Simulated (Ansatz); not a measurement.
# ZnS and its competing phases

These are results of Ansatz, DFT PBE, scalar-relativistic, plane waves, PAW, not measurements. All cells share a 420 eV cutoff and Γ-centred k meshes spaced at most about 0.3 Å⁻¹ (2π included). No spin polarisation.

The zero of energy is the elements' standard structures at the same level; no fitted shifts are applied.

Temperature and zero-point effects are left out. The reference form of S is held partly by dispersion forces, which this level lacks.

The competitors are the elements and 2 reference phases of this chemical system (from databases or known types: ZnS, ZnS2), relaxed at the same level; other known phases may be missing.

The candidate was reached from: AgBr type. The sheet is periodic along a and b; c holds vacuum.

```cif
data_structure
_symmetry_space_group_name_H-M 'P 1'
_symmetry_Int_Tables_number 1
_cell_length_a 3.5055
_cell_length_b 3.5055
_cell_length_c 29.3725
_cell_angle_alpha 90.000
_cell_angle_beta 90.000
_cell_angle_gamma 90.000
_cell_volume 360.93
loop_
_atom_site_label
_atom_site_type_symbol
_atom_site_fract_x
_atom_site_fract_y
_atom_site_fract_z
_atom_site_occupancy
Zn1 Zn 0.50000 0.00000 0.25509 1
Zn2 Zn 0.00000 0.50000 0.32368 1
S1 S 0.00000 0.50000 0.24071 1
S2 S 0.50000 0.00000 0.33806 1
```

**Question.** Where does it stand against these competitors?

**Answer.** Not the lowest form: another structure of the same formula lies lower. Its formation energy is -0.460 eV/atom. The lowest competing phase at this composition is this:

```csv
phase,space group,source,share of atoms,ΔE_f (eV/atom)
ZnS,F-43m (No. 216),COD,1.0000,-0.822
```

The candidate lies 0.36 eV/atom above this phase. The rivals are bulk phases, so the margin includes the cost of making a free sheet. Shaken at random and relaxed again it fell by 222 meV/atom, so it probably isn't a firm minimum.
